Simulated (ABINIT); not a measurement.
## Fe: single point with PBE

Fe:

```xyz
1
Lattice="-1.4815 1.4342 1.4590 1.4675 -1.4310 1.4417 1.4535 1.4030 -1.4557" Properties=species:S:1:pos:R:3 pbc="T T T"
Fe   -0.0126   -0.0290   -0.0073
```

The cell isn't the ideal one: cell strained at random at fixed volume.

```json
{
 "Program": "ABINIT 10.8.3 (patched build)",
 "Task": "single point",
 "Functional": "PBE",
 "Potentials or basis": "JTH PAW PBE v2.0",
 "Cutoff": "463 eV",
 "k mesh": "13 × 13 × 13",
 "Occupations": "fermi-dirac, width 0.05 eV",
 "Spin": "collinear spin, ferromagnetic start",
 "Starting moments": "[3.0] μB"
}
```

* Band gap on the k mesh: none (metal or under the smearing width)
* Net moment: 2.25 μB per cell
* Site moments: Fe +2.32 μB
* Valence electrons inside the program's atomic spheres: Fe 14.37 (radii [1.1194] Å)

Levels at points of the mesh, in eV from the Fermi level:
Spin up:
```
           k point  band 7  band 8  band 9  band 10  band 11  band 12
(0.00, 0.00, 0.00)   -2.17   -2.09   -1.13    -1.01    23.74    24.07
```
Spin down:
| k point | band 5 | band 6 | band 7 | band 8 | band 9 | band 10 |
| --- | --- | --- | --- | --- | --- | --- |
| (0.00, 0.00, 0.00) | -8.02 | -0.38 | -0.19 | -0.03 | 1.65 | 1.85 |

Run time: 3.7 min on 1 thread of Arm Neoverse V2, on a shared host, peak memory 0.3 GiB.
